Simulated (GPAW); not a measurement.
# TePb (Fm-3m) in GPAW: single point with PBE

Aim: the single point of TePb with PBE.

Program: GPAW 26.7.0. These are calculated values, not measurements. Logs are shortened: lines on timing, memory, paths and dates and some standing lists are left out, and cuts for length are marked. The log counts tension as positive stress, the text compression.

## 1. The undisturbed crystal

It takes space group Fm-3m (No. 225, cubic). The conventional cell has a = 6.462 Å, b = 6.462 Å, c = 6.462 Å, α = 90.00°, β = 90.00°, γ = 90.00°. Around Pb (site symmetry m-3m) lie 6 Te at 3.23 Å. Te (site symmetry m-3m) is surrounded by 6 Pb at 3.23 Å.

## 2. Single point, PBE (volume scaled by 1.08)

Input file run.py:

```python
from ase.dft.bandgap import bandgap
from ase.io import write
from ase.spacegroup import crystal
from ase.units import GPa
from gpaw import GPAW, PW, setup_paths

setup_paths.insert(0, '.')

# Pb 4a
# Te 4b
atoms = crystal(['Pb', 'Te'],
                basis=[[0.0, 0.0, 0.0],
                       [0.5, 0.0, 0.0]],
                spacegroup=225, setting=1,  # Fm-3m
                cellpar=[6.62991874, 6.62991874, 6.62991874, 90.0, 90.0, 90.0],
                primitive_cell=True)

calc = GPAW(mode=PW(450),
            xc='PBE',
            kpts={'size': (6, 6, 6), 'gamma': True},
            occupations={'name': 'fermi-dirac', 'width': 0.01},
            setups={'Pb': 'jth', 'Te': 'jth'},
            nbands=-9,
            convergence={'density': 1e-05, 'energy': 1e-05},
            maxiter=150,
            txt='gpaw.txt')
atoms.calc = calc
energy = atoms.get_potential_energy()
forces = atoms.get_forces()
stress = atoms.get_stress()
calc.write('gs.gpw')
write('result.traj', atoms)
print(f'Energy: {energy:.6f} eV')
print('Forces (eV/A):')
print(forces.round(4))
print('Stress (GPa):', (stress / GPa).round(3))
print('Fermi level:', round(calc.get_fermi_level(), 4), 'eV')
print(f'Gap: {bandgap(calc)[0]:.4f} eV, direct: {bandgap(calc, direct=True)[0]:.4f} eV')
```

Potentials or basis: JTH PAW 2.0, PBE, pw.

Run with:

```sh
> OMP_NUM_THREADS=1 python run.py
```

gpaw.txt:

```text
__  _  _
 | _ |_)|_||  |
 |__||  | ||/\| - 26.7.0

Input parameters:
  mode=PW(ecut=450.00000000000006),
  convergence={'density': 1e-05, 'energy': 1e-05},
  kpts=MonkhorstPack(size=(6, 6, 6), gamma=True),
  maxiter=150,
  nbands=-9,
  occupations=Occupations(name='fermi-dirac', width=0.01),
  setups={'Pb': 'jth', 'Te': 'jth'},
  xc=XC(name='PBE')

Diagonalizing LCAO Hamiltonian
Converting LCAO to pw mode

                 Te

       Pb

Atoms  # Å, Bohr magnetons
|   | symbol |        x |        y |        z |    initial magnetic moments |
|---|--------|----------|----------|----------|-----------------------------|
| 0 |     Pb | 0.000000 | 0.000000 | 0.000000 | ( 0.0000,  0.0000,  0.0000) |
| 1 |     Te | 3.314959 | 3.314959 | 3.314959 | ( 0.0000,  0.0000,  0.0000) |

Unit cell  # Å
| periodic |        x |        y |        z |  lengths |    angles |
|----------|----------|----------|----------|----------|-----------|
|      yes | 0.000000 | 3.314959 | 3.314959 | 4.688060 | 60.000000 |
|      yes | 3.314959 | 0.000000 | 3.314959 | 4.688060 | 60.000000 |
|      yes | 3.314959 | 3.314959 | 0.000000 | 4.688060 | 60.000000 |

Number of symmetries: 48
Symmetry operations  # r_c * U_cc + t_c -> r_c
|    | kind |            matrix            |
|----|------|------------------------------|
|  0 |  σ   |  1, 0, 0,  1, 0,-1,  1,-1, 0 |
|  1 |  C2  |  1, 0, 0,  1,-1, 0,  1, 0,-1 |
|  2 |  E   |  1, 0, 0,  0, 1, 0,  0, 0, 1 |
|  3 |  σ   |  1, 0, 0,  0, 0, 1,  0, 1, 0 |
|  4 |  C4  |  1, 0,-1,  1, 0, 0,  1,-1, 0 |
|  5 |  S6  |  1, 0,-1,  1,-1, 0,  1, 0, 0 |
|  6 |  σ   |  1, 0,-1,  0, 1,-1,  0, 0,-1 |
|  7 |  C3  |  1, 0,-1,  0, 0,-1,  0, 1,-1 |
|  8 |  S6  |  1,-1, 0,  1, 0, 0,  1, 0,-1 |
|  9 |  C4  |  1,-1, 0,  1, 0,-1,  1, 0, 0 |
| 10 |  C3  |  1,-1, 0,  0,-1, 1,  0,-1, 0 |
| 11 |  σ   |  1,-1, 0,  0,-1, 0,  0,-1, 1 |
| 12 |  σ   |  0, 1, 0,  1, 0, 0,  0, 0, 1 |
| 13 |  C4  |  0, 1, 0,  0, 1,-1, -1, 1, 0 |
| 14 |  C3  |  0, 1, 0,  0, 0, 1,  1, 0, 0 |
| 15 |  S6  |  0, 1, 0, -1, 1, 0,  0, 1,-1 |
| 16 |  C2  |  0, 1,-1,  1, 0,-1,  0, 0,-1 |
| 17 |  σ   |  0, 1,-1,  0, 1, 0, -1, 1, 0 |
| 18 |  S4  |  0, 1,-1,  0, 0,-1,  1, 0,-1 |
| 19 |  C4  |  0, 1,-1, -1, 1, 0,  0, 1, 0 |
| 20 |  C3  |  0, 0, 1,  1, 0, 0,  0, 1, 0 |
| 21 |  σ   |  0, 0, 1,  0, 1, 0,  1, 0, 0 |
| 22 |  S6  |  0, 0, 1,  0,-1, 1, -1, 0, 1 |
| 23 |  C4  |  0, 0, 1, -1, 0, 1,  0,-1, 1 |
| 24 |  S4  |  0, 0,-1,  1, 0,-1,  0, 1,-1 |
| 25 |  C3  |  0, 0,-1,  0, 1,-1,  1, 0,-1 |
| 26 |  C2  |  0, 0,-1,  0,-1, 0, -1, 0, 0 |
| 27 |  S6  |  0, 0,-1, -1, 0, 0,  0,-1, 0 |
| 28 |  S4  |  0,-1, 1,  1,-1, 0,  0,-1, 0 |
| 29 |  C4  |  0,-1, 1,  0, 0, 1, -1, 0, 1 |
| 30 |  C2  |  0,-1, 1,  0,-1, 0,  1,-1, 0 |
| 31 |  σ   |  0,-1, 1, -1, 0, 1,  0, 0, 1 |
| 32 |  C3  |  0,-1, 0,  1,-1, 0,  0,-1, 1 |
| 33 |  S6  |  0,-1, 0,  0, 0,-1, -1, 0, 0 |
| 34 |  S4  |  0,-1, 0,  0,-1, 1,  1,-1, 0 |
| 35 |  C2  |  0,-1, 0, -1, 0, 0,  0, 0,-1 |
| 36 |  C2  | -1, 1, 0,  0, 1, 0,  0, 1,-1 |
| 37 |  S6  | -1, 1, 0,  0, 1,-1,  0, 1, 0 |
| 38 |  S4  | -1, 1, 0, -1, 0, 1, -1, 0, 0 |
| 39 |  C3  | -1, 1, 0, -1, 0, 0, -1, 0, 1 |
| 40 |  S6  | -1, 0, 1,  0, 0, 1,  0,-1, 1 |
| 41 |  C2  | -1, 0, 1,  0,-1, 1,  0, 0, 1 |
| 42 |  C3  | -1, 0, 1, -1, 1, 0, -1, 0, 0 |
| 43 |  S4  | -1, 0, 1, -1, 0, 0, -1, 1, 0 |
| 44 |  C2  | -1, 0, 0,  0, 0,-1,  0,-1, 0 |
| 45 |  i   | -1, 0, 0,  0,-1, 0,  0, 0,-1 |
| 46 |  σ   | -1, 0, 0, -1, 1, 0, -1, 0, 1 |
| 47 |  C2  | -1, 0, 0, -1, 0, 1, -1, 1, 0 |

BZ-sampling:
  Number of BZ points: 216
  Number of IBZ points: 16

  Monkhorst-Pack size: [6, 6, 6]
  Monkhorst-Pack shift: [0.08333333333333333, 0.08333333333333333, 0.08333333333333333]

K-points  # in reciprocal-cell coordinates
|     |                                coordinates |     weight |
|-----|--------------------------------------------|------------|
|   0 | (  0.00000000,   0.00000000,   0.00000000) | 0.00462963 |
|   1 | (  0.16666667,   0.16666667,   0.00000000) | 0.02777778 |
|   2 | (  0.16666667,   0.16666667,   0.16666667) | 0.03703704 |
|   3 | (  0.33333333,   0.16666667,   0.16666667) | 0.05555556 |
|   4 | (  0.33333333,   0.33333333,  -0.33333333) | 0.05555556 |
|   5 | (  0.33333333,   0.33333333,   0.00000000) | 0.02777778 |
|   6 | (  0.33333333,   0.33333333,   0.16666667) | 0.11111111 |
|   7 | (  0.33333333,   0.33333333,   0.33333333) | 0.03703704 |
|   8 | (  0.50000000,   0.33333333,  -0.33333333) | 0.11111111 |
|   9 | (  0.50000000,   0.33333333,  -0.16666667) | 0.05555556 |
| ... |                                            |            |
|  15 | (  0.50000000,   0.50000000,   0.50000000) | 0.01851852 |

Plane wave coefficients: 1596
Cutoff: 450.00000000000006 eV

Spin-components: 1 (collinear spins)
Bands:           19
Projectors:      10
Spin-degeneracy: 2
Datatype:        complex128

Density:
  Valence electrons: 20.0
  Components: 1
  Grid points: [24 24 24]
  Charge: 0.0  # |e|

Potential:
  Grid points: [24 24 24]

species:
  Pb:
    name:    Lead
    Z:       82.0
    valence: 14
    core:    68
    charge:  0.0  # [|e|]
    compensation charges:
      type: bessel
      rc: 1.06  # [Å]
      lmax: 2
    cutoffs:
      filter: 1.27  # [Å]
      core: 2.46  # [Å]
    projectors
    | kind |    occ | energy [eV] | rcut [Å] |
    |------|--------|-------------|----------|
    |   6s |  2.000 |     -12.040 |    1.063 |
    |    s |        |      40.817 |    1.006 |
    |   6p |  2.000 |      -3.498 |    1.171 |
    |    p |        |      61.226 |    1.171 |
    |   5d | 10.000 |     -21.177 |    1.271 |
    |    d |        |      25.851 |    1.271 |

    Using partial waves for Pb as LCAO basis

  Te:
    name:    Tellurium
    Z:       52.0
    valence: 6
    core:    46
    charge:  0.0  # [|e|]
    compensation charges:
      type: sinc
      rc: 1.11  # [Å]
      lmax: 2
    cutoffs:
      filter: 1.22  # [Å]
      core: 3.22  # [Å]
    projectors
    | kind |    occ | energy [eV] | rcut [Å] |
    |------|--------|-------------|----------|
    |   5s |  2.000 |     -15.109 |    1.223 |
    |    s |        |      40.817 |    1.223 |
    |   5p |  4.000 |      -5.953 |    1.223 |
    |    p |        |      47.620 |    1.223 |

    Using partial waves for Te as LCAO basis

Reference energy: -753112.921244  # eV

eigensolver:
  PPCG
  Converge bands: occupied
  niter=2

density mixing:
  MSR1-Mixer
  Pratt-step length: 0.05
  Maximum mixing coefficient: 0.75
  Old densities: 10
  SVD Regularization: 0.005
  Good broyden scale: 1.0
  Trust region scale: 1.0
  Backstep threshold: 4.0
  History deletion threshold: 6.0
  Fourier metric: weight=20.0, sigma=0.015

occupation numbers:
  Fermi-Dirac:
    width: 0.0100  # eV

poisson solver:
  ecut: 3600.0000000000005  # eV

xc functional:
[... 9 lines left out ...]
|iter     | |      energy | eigst |  dens |
|---------|-|-------------|-------|-------|
|iter:   1| |   -7.073455 | -0.86 |       |
|iter:   2| |   -7.043149 | -2.31 | -1.32 |
|iter:   3| |   -6.937451 | -1.91 | -1.36 |
|iter:   4| |   -6.938524 | -3.49 | -1.99 |
|iter:   5| |   -6.938901 | -3.78 | -2.36 |
|iter:   6| |   -6.938915 | -5.12 | -3.24 |
|iter:   7| |   -6.938916c| -6.35 | -3.85 |
|iter:   8| |   -6.938916c| -7.40 | -4.76 |
|iter:   9| |   -6.938916c| -7.98c| -5.14c|

Converged in 9 steps
Energy contributions relative to reference atoms: (reference = -753112.921244)

Energy contributions:
  Kinetic:          11.297297
  Coulomb:         -11.890082
  Zero:              0.031667
  External:          0.000000
  Xc:               -6.377797
  Entropy:          -0.000000
  Spinorbit:         0.000000
  ----------------------------
  Free energy:      -6.938916
  Extrapolated:     -6.938916

dipole moment: (-24.780005, -24.780005, -24.780005)  # |e|*Ang

Fermi level: 4.492
Eigenvalues  # (at kpt = [0.000, 0.000, 0.000])
| band index |      eig [eV] | occ [0-2] |
|------------|---------------|-----------|
|          0 |       -12.706 |     2.000 |
|        ... |               |           |
|          2 |       -12.694 |     2.000 |
|          3 |       -12.694 |     2.000 |
|          4 |       -12.694 |     2.000 |
|          5 |        -7.508 |     2.000 |
|          6 |        -1.885 |     2.000 |
|          7 |         2.845 |     2.000 |
[... 9 lines left out ...]
|         17 |        11.716 |     0.000 |
|         18 |        12.042 |     0.000 |

Gap: 0.861 eV
Transition (v -> c):
  (s=0, k=15, n=9, [0.50, 0.50, 0.50]) -> (s=0, k=15, n=10, [0.50, 0.50, 0.50])
No difference between direct/indirect transitions

Forces  # eV/Ang
|        x |        y |        z |
|----------|----------|----------|
|  0.00000 | -0.00000 | -0.00000 |  # Pb   0
| -0.00000 |  0.00000 | -0.00000 |  # Te   1

Stress tensor  # eV/Ang^3
|         x |         y |         z |
|-----------|-----------|-----------|
|  0.011620 |  0.000000 | -0.000000 |
|  0.000000 |  0.011620 | -0.000000 |
| -0.000000 | -0.000000 |  0.011620 |

# Writing to gs.gpw (mode='')
```

Run time: 11 s. Hardware: 1 thread of Arm Neoverse V1, shared host; peak memory 0.15 GiB.

What came out:

* Free energy: -6.9389 eV
* Pressure: -1.9 GPa
* Band gap on the k mesh: 0.86 eV, direct

Caveat: the cutoff is short for stress and forces, so pressures can be off by a GPa or more; the program truncates these outside data sets; spin-orbit coupling is left out, which as a rule narrows the gap of such compounds by several tenths of an eV.

## 3. The reference run

An earlier run on the cell as given: functional PBE; potentials or basis GPAW PAW data sets (gpaw-data 1.2.1); cutoff 600 eV; basis pw; k mesh 7 × 7 × 7; occupations fermi-dirac, width 0.05 eV; no spin polarisation.

* Pressure: 1.8 GPa
